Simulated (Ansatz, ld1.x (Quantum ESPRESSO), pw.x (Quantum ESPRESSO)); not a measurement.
# lithium: does the TM potential hold in the solid?

Li, norm-conserving Troullier–Martins (Kleinman–Bylander form), made with ld1.x (Quantum ESPRESSO) 7.5 (PBE, scalar-relativistic). Core [He], reference 2s1 2p0. Waves: 2s (bound): rc 3.55 bohr; 3d channel at 0.1 Ry: rc 3.75 bohr; 2p (bound, empty): rc 4.20 bohr. Local part: the p channel. Core correction: a·sin(br)/r model core, default radius (core density twice the valence density).

Atomic tests: cutoffs needed: 6 Ry and 6 Ry (the cutoffs (Ry, on a coarse ladder) from which the occupation-weighted sum of valence levels, in a spherical-Bessel basis at the reference potential, stays within 10 and 1 mRy of its value at 400 Ry); ghost test: no extra level below or beside the all-electron valence levels (s, d, p, f tested) (spherical-Bessel basis up to 400 Ry, 20 bohr box); largest excitation error: -11 meV (all-electron minus pseudo) for 2s0 2p1, out of 2 test configurations.

Crystal test: fcc Li in pw.x 7.5, no spin, 13³ k-points, Fermi–Dirac smearing 0.01 Ry, cutoffs 50/200 Ry. The reference is all-electron LAPW (Ansatz 0.2.0) with the same functional, mesh and smearing; V0 and B0 come from Birch–Murnaghan fits to the pressures at five volumes. Errors are pseudo minus all-electron; Δ is the rms difference of the E(V) curves that follow from these fits, minima aligned, over ±6 % about the mean V0. Mesh and smearing are coarse, so the numbers serve the comparison and aren't converged zero-temperature values; the lattice is a test structure that the element need not adopt.

| V (Å³/atom) | P all-electron (GPa) | P pseudo (GPa) |
| --- | --- | --- |
| 19.331 | 0.71 | -0.15 |
| 19.839 | 0.31 | -0.45 |
| 20.348 | -0.05 | -0.73 |
| 20.857 | -0.37 | -0.97 |
| 21.365 | -0.66 | -1.19 |

All-electron: a0 = 4.329 Å (V0 = 20.28 Å³/atom), B0 = 13.7 GPa.

Pseudopotential: mean pressure error (GPa): -0.69. The pressure does not cross zero within the volumes sampled, so no fit is given. The largest radius (4.20 bohr) exceeds half the bond length (2.90 bohr), so the spheres overlap, which is one possible source of error among others. This is a poor potential for the solid.

**Question.** At the middle volume, how do free energy and pressure move when the wave cutoff is lowered (ecutrho kept at four times it)?

**Answer.**

```
cutoff (Ry)  shift of F (meV/atom)  shift of P (GPa)
         22                   +1.0             +0.00
         30                   +0.4             +0.00
         40                   +0.1             -0.00
```

The run at the middle volume (84 k-points, 4 iterations) took about 4.9 s on one core of a shared host (Neoverse-V1, 32 threads, 247 GiB, load 26).
